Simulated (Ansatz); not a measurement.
# InSb: energy and pressure over a range of volumes

The task here is to estimate one member of a computed series from the others.

Method: DFT LDA, scalar-relativistic, in Ansatz 0.2.0.

### The system as given

It takes space group Pmmn (No. 59, orthorhombic). The conventional cell has a = 5.357 Å, b = 5.712 Å, c = 3.063 Å, α = 90.00°, β = 90.00°, γ = 90.00°. In (site symmetry mm2) is surrounded by 4 Sb at 2.73 to 2.90 Å and 2 In at 3.06 Å. Sb (site symmetry mm2) has 4 In at 2.73 to 2.90 Å and 2 Sb at 3.06 Å as nearest neighbours.

Structure file:

```cif
data_structure
_symmetry_space_group_name_H-M 'P 1'
_symmetry_Int_Tables_number 1
_cell_length_a 5.3570
_cell_length_b 5.7120
_cell_length_c 3.0630
_cell_angle_alpha 90.000
_cell_angle_beta 90.000
_cell_angle_gamma 90.000
_cell_volume 93.73
loop_
_atom_site_label
_atom_site_type_symbol
_atom_site_fract_x
_atom_site_fract_y
_atom_site_fract_z
_atom_site_occupancy
In1 In 0.00000 0.00000 0.00000 1
In2 In 0.50000 0.50000 0.00000 1
Sb1 Sb 0.50000 0.00000 0.83500 1
Sb2 Sb 0.00000 0.50000 0.16500 1
```

Atoms are numbered in the order of the input: In1, In2, Sb3, Sb4.

Set-up of the first run:

input.yaml reads:

```yaml
crystal:
  lattice:
    - [5.2476427844, 0.0, 0.0]
    - [0.0, 5.595395853, 0.0]
    - [0.0, 0.0, 3.000472251]
  atoms:
    - { symbol: In, position: [0.0, 0.0, 0.0] }
    - { symbol: In, position: [0.5, 0.5, 0.0] }
    - { symbol: Sb, position: [0.5, 0.0, 0.835] }
    - { symbol: Sb, position: [0.0, 0.5, 0.165] }
kpoints:
  mp_grid: { grid: [6, 6, 11] }
  band_path:
    path:
      - [0.0, 0.0, 0.0]
      - [0.5, 0.0, 0.0]
      - [0.5, 0.5, 0.0]
      - [0.0, 0.5, 0.0]
      - [0.0, 0.0, 0.0]
      - [0.0, 0.0, 0.5]
      - [0.5, 0.0, 0.5]
      - [0.5, 0.5, 0.5]
      - [0.0, 0.5, 0.5]
    npoints: 5
scf:
  occupations: { method: fermi_dirac, width: 0.08 }
hamiltonian:
  xc: lda
  pseudopotentials: { kind: all_electron, lapw: { basis_error: 0.001 } }
output:
  forces: true
  stress: true
  eigenvalues: true
```

On the command line:

```
$ ansatz run input.yaml --threads 1 --pin off --max-ram 6144MiB --backend cpu --events-out ev --progress --plain --runs-dir out
```

Among the steps run: Volume × 0.94, LAPW; Volume × 0.94, PAW; Volume × 0.94, crystal datasets; Volume × 0.98, LAPW; Volume × 0.98, PAW; Volume × 0.98, crystal datasets; Volume × 1.01, LAPW; Volume × 1.01, PAW; Volume × 1.01, crystal datasets; Volume × 1.04, LAPW; Volume × 1.04, PAW; Volume × 1.04, crystal datasets.

One table of the session follows, with a row left open; its other results are not shown here.

```
          method  volume (Å³/atom)  pressure (GPa)  largest force (eV/Å)
            LAPW            22.025           19.27                 0.785
            LAPW            22.963           13.87                 0.662
            LAPW            23.666           10.51                 0.581
            LAPW            24.369            7.63                 0.509
             PAW            22.025           19.23                 0.784
             PAW            22.963           13.84                 0.661
             PAW            23.666           10.48                 0.580
             PAW            24.369               ?                     ?
crystal datasets            22.025           19.27                 0.785
crystal datasets            22.963           13.87                 0.662
crystal datasets            23.666           10.51                 0.581
crystal datasets            24.369            7.63                 0.509
```

Estimate the missing values for PAW, 24.369.

**Answer.** pressure (GPa): 7.60; largest force (eV/Å): 0.508. In the column «pressure (GPa)» it is the lowest.

Caveats from the session: Spin-orbit coupling is left out, though the cell holds Sb; in elements this heavy it can shift bands and gaps by tenths of an eV. Warnings in the runs' records: gradients without spin orbit, crystal datasets made.
